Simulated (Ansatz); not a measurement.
## SiC: one atom moved over a plane

Computed with DFT r2SCAN, scalar-relativistic, plane waves, PAW in Ansatz 0.2.0. Cutoff 500 eV, Γ-centred 10×10×10 k-points, Gaussian smearing of 0.05 eV. No spin polarisation. Energies are free energies at this smearing, counted from the undisturbed cell; pressure is positive in compression.

The undisturbed cell (relaxed at this level):

```yaml
crystal:
  lattice:
    - [0.00000, 2.17814, 2.17814]
    - [2.17814, 0.00000, 2.17814]
    - [2.17814, 2.17814, 0.00000]
  atoms:
    - { symbol: Si, position: [0.00000, 0.00000, 0.00000] }
    - { symbol: C, position: [0.75000, 0.75000, 0.75000] }
```

Atom 2 (C) is moved by p along (0.707, 0.707, 0.000) and q along (0.000, 0.000, 1.000) (Å), all else fixed. Points are written (p, q).

Energy above the undisturbed cell in eV/cell (a dash: not computed):

| p \ q | -0.300 | -0.150 | 0.000 | 0.150 | 0.300 |
| --- | --- | --- | --- | --- | --- |
| -0.300 | 1.00 | 0.71 | 0.92 | 1.70 | 3.05 |
| -0.150 | 0.87 | 0.34 | 0.22 | 0.58 | 1.37 |
| 0.000 | 0.84 | 0.22 | 0.00 | 0.22 | 0.84 |
| 0.150 | 0.87 | 0.34 | 0.22 | 0.58 | 1.37 |
| 0.300 | 1.00 | 0.71 | 0.92 | 1.70 | 3.05 |

Pressure in GPa:

```csv
p \ q,-0.300,-0.150,0.000,0.150,0.300
-0.300,11.3,8.2,11.6,22.3,40.4
-0.150,10.6,4.0,2.8,7.4,17.7
0.000,10.5,2.7,0.0,2.7,10.5
0.150,10.6,4.0,2.8,7.4,17.7
0.300,11.3,8.2,11.6,22.3,40.4
```

Gap on the k-mesh in eV:

| p \ q | -0.300 | -0.150 | 0.000 | 0.150 | 0.300 |
| --- | --- | --- | --- | --- | --- |
| -0.300 | 0.00 | 0.03 | 0.31 | 0.59 | 0.43 |
| -0.150 | 0.12 | 0.57 | 0.97 | 0.96 | 0.38 |
| 0.000 | 0.38 | 0.99 | 1.71 | 0.99 | 0.38 |
| 0.150 | 0.12 | 0.57 | 0.97 | 0.96 | 0.38 |
| 0.300 | 0.00 | 0.03 | 0.31 | 0.59 | 0.43 |

Where the gap reads zero the k-mesh, chosen for the insulator, is on the coarse side.